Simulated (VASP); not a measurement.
# ZrB2: P into a neighbouring B vacancy, part 3 of 5

Aim: the barrier for one hop in ZrB2: P into a neighbouring B vacancy. The start is a cell from a database of measured crystal structures.

VASP 6.6.1, plane waves and PAW; the level of theory is named at each step.

So far. Step 2 (Relax the host): The run ended after 3 ionic steps, 0.000 eV below its first step, once forces and stress met EDIFFG = -0.02. Step 3 (Relax the start): The run ended after 8 ionic steps, 0.991 eV below its first step, once the forces on the free atoms met EDIFFG = -0.05.

## (4) Relax the end

Level of this step: PBE; plane waves and PAW (Zr_sv, B, P) (VASP).

The end state is relaxed in the same way, so that both ends share their errors.

File INCAR:

```
SYSTEM = Zr8B14P
PREC = Normal
ENCUT = 320
EDIFF = 1E-05
NELM = 120
ISMEAR = 1
SIGMA = 0.15
LREAL = Auto
ALGO = Fast
GGA = PE
NBANDS = 94
LASPH = .TRUE.
LORBIT = 11
LWAVE = .FALSE.
LCHARG = .FALSE.
KPAR = 3
IBRION = 2
NSW = 60
ISIF = 2
EDIFFG = -0.05
POTIM = 0.4
MAXMIX = 40
ISYM = 0
```

File POSCAR:

```
Zr8B14P
1.0
    6.3491282926      0.0000000000      0.0000000000
   -3.1745641462      5.4985063932      0.0000000000
    0.0000000000      0.0000000000      7.0780293422
Zr B P
8 14 1
Direct
    0.0030285681      0.0044544714     -0.0008407053
   -0.0011860098      0.0027361751      0.5007161499
    0.0021942309      0.4987443291     -0.0041870928
   -0.0011573550      0.4983783663      0.5021907901
    0.4976439651     -0.0059319718     -0.0033771069
    0.5040202418      0.0024725442      0.4981908994
    0.5008070500      0.5016207076      0.0013235445
    0.5032266610      0.5009329284      0.4997320488
    0.3344380058      0.1705067742      0.7436398843
    0.3329565802      0.6667866996      0.2459724695
    0.3331972402      0.6642977287      0.7524369630
    0.8341546862      0.1691006121      0.2534440196
    0.8329469236      0.1634813611      0.7457210727
    0.8386541569      0.6662618578      0.2480543597
    0.8334396337      0.6659704363      0.7524078517
    0.1667985477      0.3333833455      0.7479808512
    0.1662655561      0.8295727968      0.2518815673
    0.1686942194      0.8277875145      0.7430313111
    0.6732436585      0.3426009331      0.2471717415
    0.6637980701      0.3354756204      0.7476244190
    0.6644395540      0.8320671078      0.2515032492
    0.6658953273      0.8343440909      0.7495011796
    0.3300909265      0.1655033461      0.2473145077
```

File KPOINTS:

```
Automatic mesh
0
Gamma
3 3 3
0 0 0
```

PAW data sets: Zr_sv, B and P (PBE family, release 64).

The run is started by

```bash
mpirun -np 3 vasp_std
```

The program printed:

```text
[... set-up lines as in an earlier step ...]
 entering main loop
       N       E                     dE             d eps       ncg     rms          rms(c)
DAV:   1     0.878997523551E+03    0.87900E+03   -0.55158E+04  2632   0.105E+03
DAV:   2    -0.121168558627E+03   -0.10002E+04   -0.96104E+03  3052   0.341E+02
DAV:   3    -0.201906378190E+03   -0.80738E+02   -0.79752E+02  3888   0.784E+01
DAV:   4    -0.208018684450E+03   -0.61123E+01   -0.61004E+01  3976   0.189E+01
DAV:   5    -0.208280312167E+03   -0.26163E+00   -0.26158E+00  3624   0.337E+00    0.605E+01
RMM:   6    -0.186713625726E+03    0.21567E+02   -0.58170E+01  2847   0.171E+01    0.275E+01
RMM:   7    -0.188016256831E+03   -0.13026E+01   -0.34510E+01  3190   0.109E+01    0.539E+00
RMM:   8    -0.187392552663E+03    0.62370E+00   -0.40578E+00  3006   0.610E+00    0.374E+00
RMM:   9    -0.187529654635E+03   -0.13710E+00   -0.13409E+00  3615   0.259E+00    0.177E+00
RMM:  10    -0.187539053258E+03   -0.93986E-02   -0.60210E-01  3689   0.145E+00    0.770E-01
RMM:  11    -0.187557023632E+03   -0.17970E-01   -0.18710E-01  4128   0.813E-01    0.761E-01
RMM:  12    -0.187569342495E+03   -0.12319E-01   -0.78297E-02  3794   0.844E-01    0.941E-01
RMM:  13    -0.187560661994E+03    0.86805E-02   -0.64449E-02  3381   0.697E-01    0.814E-02
RMM:  14    -0.187563257892E+03   -0.25959E-02   -0.27084E-02  4409   0.301E-01    0.111E-01
WARNING in EDDRMM: call to ZHEGV failed, returncode =   8  4     14
RMM:  15    -0.187563807880E+03   -0.54999E-03   -0.77217E-03  4416   0.161E-01    0.936E-02
RMM:  16    -0.187564013960E+03   -0.20608E-03   -0.28439E-03  4300   0.100E-01    0.551E-02
RMM:  17    -0.187564091786E+03   -0.77826E-04   -0.10800E-03  4264   0.626E-02    0.292E-02
WARNING in EDDRMM: call to ZHEGV failed, returncode =   8  4     17
WARNING in EDDRMM: call to ZHEGV failed, returncode =   6  3     28
WARNING in EDDRMM: call to ZHEGV failed, returncode =   8  4     31
WARNING in EDDRMM: call to ZHEGV failed, returncode =   8  4     13
RMM:  18    -0.187564144642E+03   -0.52856E-04   -0.54935E-04  3903   0.405E-02    0.275E-02
WARNING in EDDRMM: call to ZHEGV failed, returncode =   6  3     44
RMM:  19    -0.187564159220E+03   -0.14578E-04   -0.26045E-04  3816   0.331E-02    0.796E-03
WARNING in EDDRMM: call to ZHEGV failed, returncode =   8  4     31
RMM:  20    -0.187564174225E+03   -0.15005E-04   -0.16529E-04  3026   0.217E-02    0.852E-03
RMM:  21    -0.187564179237E+03   -0.50119E-05   -0.84876E-05  2286   0.165E-02
   1 F= -.18756418E+03 E0= -.18755632E+03  d E =-.187564E+03
 curvature:   0.00 expect dE= 0.000E+00 dE for cont linesearch  0.000E+00
 trial: gam= 0.00000 g(F)=  0.110E+01 g(S)=  0.000E+00 ort = 0.000E+00 (trialstep = 0.100E+01)
 search vector abs. value=  0.110E+01
 bond charge predicted
       N       E                     dE             d eps       ncg     rms          rms(c)
DAV:   1    -0.187980671753E+03   -0.41650E+00   -0.72298E+01  2848   0.346E+01    0.242E+00
RMM:   2    -0.188157253762E+03   -0.17658E+00   -0.23012E+00  3002   0.549E+00    0.221E+00
RMM:   3    -0.188218105858E+03   -0.60852E-01   -0.47273E-01  3509   0.200E+00    0.311E+00
RMM:   4    -0.188155171769E+03    0.62934E-01   -0.78880E-01  3456   0.304E+00    0.276E+00
RMM:   5    -0.188132254885E+03    0.22917E-01   -0.91412E-02  3275   0.122E+00    0.703E-01
RMM:   6    -0.188137694086E+03   -0.54392E-02   -0.58799E-02  3507   0.735E-01    0.592E-01
RMM:   7    -0.188138210237E+03   -0.51615E-03   -0.20892E-02  4455   0.327E-01    0.472E-01
RMM:   8    -0.188138003833E+03    0.20640E-03   -0.75855E-03  4542   0.169E-01    0.387E-01
WARNING in EDDRMM: call to ZHEGV failed, returncode =   6  3     66
RMM:   9    -0.188136695691E+03    0.13081E-02   -0.44488E-03  4034   0.156E-01    0.258E-01
RMM:  10    -0.188136362718E+03    0.33297E-03   -0.35982E-03  4231   0.150E-01    0.122E-01
WARNING in EDDRMM: call to ZHEGV failed, returncode =   6  3     27
RMM:  11    -0.188136466881E+03   -0.10416E-03   -0.11497E-03  4508   0.739E-02    0.825E-02
RMM:  12    -0.188136512342E+03   -0.45461E-04   -0.44851E-04  4198   0.445E-02    0.877E-02
RMM:  13    -0.188136528906E+03   -0.16564E-04   -0.19267E-04  3764   0.307E-02    0.888E-02
WARNING in EDDRMM: call to ZHEGV failed, returncode =   8  4     12
RMM:  14    -0.188136536697E+03   -0.77908E-05   -0.83964E-05  2961   0.226E-02
   2 F= -.18813654E+03 E0= -.18813246E+03  d E =-.572357E+00
[...]
WARNING in EDDRMM: call to ZHEGV failed, returncode =   6  3     50
[...]
WARNING in EDDRMM: call to ZHEGV failed, returncode =   6  3     39
[... from here on, the cycles between the ionic steps are left out ...]
   3 F= -.18813988E+03 E0= -.18813615E+03  d E =-.575704E+00
[...]
WARNING in EDDRMM: call to ZHEGV failed, returncode =   8  4     45
[...]
WARNING in EDDRMM: call to ZHEGV failed, returncode =   6  3     28
[...]
WARNING in EDDRMM: call to ZHEGV failed, returncode =   8  4     45
   4 F= -.18819342E+03 E0= -.18818966E+03  d E =-.535331E-01
   5 F= -.18819925E+03 E0= -.18819546E+03  d E =-.593694E-01
   6 F= -.18820922E+03 E0= -.18820532E+03  d E =-.996787E-02
   7 F= -.18821043E+03 E0= -.18820648E+03  d E =-.111789E-01
[...]
WARNING in EDDRMM: call to ZHEGV failed, returncode =   6  3     68
   8 F= -.18821205E+03 E0= -.18820817E+03  d E =-.162067E-02
   9 F= -.18821209E+03 E0= -.18820821E+03  d E =-.165689E-02
 curvature:  -0.82 expect dE=-0.250E-03 dE for cont linesearch -0.200E-06
 trial: gam= 0.16595 g(F)=  0.304E-03 g(S)=  0.000E+00 ort =-0.256E-04 (trialstep = 0.126E+01)
 search vector abs. value=  0.369E-03
 bond charge predicted
       N       E                     dE             d eps       ncg     rms          rms(c)
DAV:   1    -0.188212282207E+03   -0.19711E-03   -0.28441E-02  2888   0.684E-01    0.565E-02
RMM:   2    -0.188212328145E+03   -0.45938E-04   -0.65034E-04  2959   0.981E-02    0.313E-02
RMM:   3    -0.188212326562E+03    0.15829E-05   -0.11478E-04  3069   0.322E-02    0.195E-02
RMM:   4    -0.188212327174E+03   -0.61183E-06   -0.30829E-05  2394   0.138E-02
  10 F= -.18821233E+03 E0= -.18820849E+03  d E =-.238481E-03
 trial-energy change:   -0.000238  1 .order   -0.000227   -0.000376   -0.000077
 step:   1.5811(harm=  1.5811)  dis= 0.00320  next Energy=  -188.212325 (dE=-0.237E-03)
 reached required accuracy - stopping structural energy minimisation
```

Elapsed: 5.6 min, on 3 MPI ranks of AMD EPYC 7R43, shared host; peak memory 0.64 GiB.

Parts of OUTCAR (step 4):

```text
 Found     14 irreducible k-points:

   NELECT =     143.0000    total number of electrons

 E-fermi :  10.2582

 k-point     1 :       0.0000    0.0000    0.0000
  band No.  band energies     occupation
    ...
     66       8.5441      2.00000
     67       8.6273      2.00000
     68       8.6625      2.00000
     69       9.6194      2.00000
     70      10.2486      1.10775
     71      10.5792     -0.00990
     72      11.2636     -0.00000
     73      11.3257     -0.00000
     74      11.3279     -0.00000
     75      11.3561     -0.00000
    ...

 k-point     2 :       0.3333   -0.0000    0.0000
  band No.  band energies     occupation
    ...
     68       9.0687      2.00000
     69       9.3676      2.00000
     70       9.8837      2.00235
     71      10.1453      1.95376
     72      10.2244      1.37039
     73      10.3675      0.06081
     74      10.9000     -0.00000
     75      12.1215     -0.00000
     76      12.5253     -0.00000
     77      12.7674     -0.00000
    ...

  Total        7.5603542     10.0467076      3.1182622      2.1193837      0.0149619     -0.0245167
  in kB       49.0209282     65.1423089     20.2186434     13.7419693      0.0970121     -0.1589650
  external PRESSURE =      44.7939602 kB  Pullay stress =       0.0000000 kB

 POSITION                                       TOTAL-FORCE (eV/Angst)
 -----------------------------------------------------------------------------------
      3.15292      5.47305      7.03817        -0.000923     -0.004987     -0.004499
      3.15223      5.47293      3.56145        -0.001643     -0.003815      0.001810
     -1.57262      2.74413      0.00043         0.000038     -0.000814     -0.004102
     -1.57266      2.74363      3.52083        -0.000379     -0.001237      0.007964
      0.01949      5.49086      7.07159         0.002301     -0.004772      0.002712
      0.01917      5.49042      3.52841        -0.001344     -0.005137     -0.001816
      1.60156      2.78512      7.03815        -0.002390      0.006633     -0.005340
      1.60042      2.78512      3.56102         0.000997      0.005201      0.004731
      1.59940      0.91214      5.30012         0.003892     -0.002714     -0.005424
      0.02151      3.72788      1.76084         0.002940      0.003339     -0.000324
     -0.00398      3.67119      5.29953         0.001982     -0.004812      0.001343
      4.72135      0.87195      1.76092        -0.002555     -0.012081      0.001514
      4.75763      0.92105      5.29984         0.003725      0.002959     -0.002521
      3.19137      3.65920      1.76049        -0.009100      0.002787      0.002033
      3.18447      3.66219      5.29923         0.005889      0.003665      0.002252
      0.01005      1.82982      5.29959         0.001540     -0.001071      0.000266
     -1.55837      4.48667      1.76085        -0.004974      0.007448      0.001149
     -1.57050      4.58354      5.30001         0.008245     -0.003155     -0.004323
      3.27373      1.86031      1.76084        -0.002177     -0.000799     -0.000046
      3.18407      1.82141      5.29947         0.008005     -0.002796     -0.000081
      1.58431      4.58689      1.76029        -0.010703      0.008884      0.002565
      1.57784      4.58986      5.29946         0.007719      0.001121      0.002395
      1.45044      0.99825      1.76119        -0.011084      0.006150     -0.002259
 -----------------------------------------------------------------------------------
    total drift:                                0.057733     -0.029683     -0.012165

  FREE ENERGIE OF THE ION-ELECTRON SYSTEM (eV)
  ---------------------------------------------------
  free  energy   TOTEN  =      -188.2123271741 eV

  energy  without entropy=     -188.2008221947  energy(sigma->0) =     -188.20849218

 total charge
# of ion       s       p       d       tot
------------------------------------------
    1        2.168   6.026   1.797   9.991
    2        2.168   6.026   1.797   9.991
    3        2.167   6.025   1.750   9.942
    4        2.167   6.025   1.750   9.942
    5        2.166   6.028   1.799   9.993
    6        2.166   6.028   1.799   9.994
    7        2.168   6.026   1.797   9.991
    8        2.168   6.026   1.797   9.991
    9        0.666   1.242   0.000   1.908
   10        0.687   1.205   0.000   1.892
   11        0.669   1.253   0.000   1.922
   12        0.687   1.205   0.000   1.892
   13        0.669   1.253   0.000   1.922
   14        0.667   1.258   0.000   1.925
   15        0.667   1.244   0.000   1.911
   16        0.666   1.238   0.000   1.905
   17        0.678   1.259   0.000   1.938
   18        0.669   1.239   0.000   1.908
   19        0.678   1.260   0.000   1.938
   20        0.669   1.240   0.000   1.908
   21        0.672   1.257   0.000   1.929
   22        0.672   1.254   0.000   1.926
   23        1.017   1.605   0.000   2.622
--------------------------------------------------
tot         27.774  67.221  14.286 109.281

[... 6 parts as in an earlier step ...]

[... 6 further parts left out ...]
```

CONTCAR:

```
Zr8B14P
   1.00000000000000
     6.3491282925999997    0.0000000000000000    0.0000000000000000
    -3.1745641461999998    5.4985063931999996    0.0000000000000000
     0.0000000000000000    0.0000000000000000    7.0780293421999998
  Zr              B               P
     8    14     1
Direct
     0.9942762658854098    0.9953695542164230    0.9943681502576333
     0.9941563390513334    0.9953487997250959    0.5031694660114754
     0.0018434335661517    0.4990687239851881    0.0000601127278974
     0.0017915161989231    0.4989765252486482    0.4974308538780024
     0.5023736139731787    0.9986085626895208    0.9990907658201068
     0.5022844748930223    0.9985290140878923    0.4985016154772847
     0.5055104886814825    0.5065232791862688    0.9943663960180412
     0.5053301977036265    0.5065226473873414    0.5031085070117903
     0.3348536501419603    0.1658887052369729    0.7488129042051116
     0.3423779229303985    0.6779805410331526    0.2487751637026093
     0.3332077160443826    0.6676695189849138    0.7487291524343437
     0.8229117199204089    0.1585786757899897    0.2487862174132121
     0.8330906897879177    0.1675088556770873    0.7487731255145265
     0.8353922235765112    0.6654903489801693    0.2487253342445614
     0.8345765283594928    0.6660336681911216    0.7486865929478093
     0.1679754157505112    0.3327855396606237    0.7487383767114736
     0.1625435841089586    0.8159789910122507    0.2487765487228110
     0.1694413681727760    0.8335966121653485    0.7487975521149657
     0.6847844237621121    0.3383301812734422    0.2487751660238649
     0.6671251415654051    0.3312553795864919    0.7487204824481003
     0.6666347474243902    0.8342066452409118    0.2486972015883274
     0.6658861170464129    0.8347468706799654    0.7487198973053445
     0.3192228597552295    0.1815501351611866    0.2488243922207140
```

Relaxation path:

```
step  energy less that of the first step (eV)  largest force (eV/Å)
   1                                   0.0000                2.5367
   2                                  -0.5724                0.4749
   3                                  -0.5757                0.5189
   4                                  -0.6292                0.2528
   5                                  -0.6351                0.2238
   6                                  -0.6450                0.1050
   7                                  -0.6463                0.1153
   8                                  -0.6479                0.0517
   9                                  -0.6479                0.0520
  10                                  -0.6481                0.0141
```

The atoms that moved most (Å):

```
atom      dx      dy      dz  length
 P23  -0.120   0.088   0.011   0.149
 B19   0.087  -0.023   0.011   0.091
 B17   0.020  -0.075  -0.022   0.080
 B12  -0.038  -0.058  -0.033   0.077
 B10   0.024   0.062   0.020   0.069
 Zr1  -0.027  -0.050  -0.034   0.066
 Zr7   0.014   0.027  -0.049   0.058
 B18  -0.014   0.032   0.041   0.054
```

The relaxed structure:

```xyz
23
Lattice="6.3491 0.0000 0.0000 -3.1746 5.4985 0.0000 0.0000 0.0000 7.0780" Properties=species:S:1:pos:R:3 pbc="T T T"
Zr   -0.0216   -0.0255   -0.0399
Zr   -0.0223   -0.0256    3.5614
Zr   -1.5726    2.7441    0.0004
Zr   -1.5727    2.7436    3.5208
Zr    3.1941   -0.0077   -0.0064
Zr    3.1937   -0.0081    3.5284
Zr    1.6016    2.7851   -0.0399
Zr    1.6004    2.7851    3.5610
B     1.5994    0.9121    5.3001
B     0.0215    3.7279    1.7608
B    -0.0040    3.6712    5.2995
B     4.7214    0.8719    1.7609
B     4.7576    0.9210    5.2998
B     3.1914    3.6592    1.7605
B     3.1845    3.6622    5.2992
B     0.0100    1.8298    5.2996
B    -1.5584    4.4867    1.7608
B    -1.5705    4.5835    5.3000
B     3.2737    1.8603    1.7608
B     3.1841    1.8214    5.2995
B     1.5843    4.5869    1.7603
B     1.5778    4.5899    5.2995
P     1.4504    0.9983    1.7612
```

This step gave:

```
electronic cycles       : 94
free energy (TOTEN)     : -188.2123 eV
energy at zero smearing : -188.2085 eV
```

The run ended after 10 ionic steps, 0.648 eV below its first step, once the forces on the free atoms met EDIFFG = -0.05.

[end of part 3 of 5]

[Lines on the potential files, build, host, timing and source positions are cut from VASP's logs without a mark.]

[Logs are printed without paths, hosts, clocks, repeated set-up lines and the standing remarks that a program may print on its own settings, such as how far it seeks lower states.]

[Hosts, paths, dates, database ids (printed as entryN), source tags and the programs' standing remarks are cut or masked in the printed files.]

[Runs that stopped without an error message from VASP are left out.]
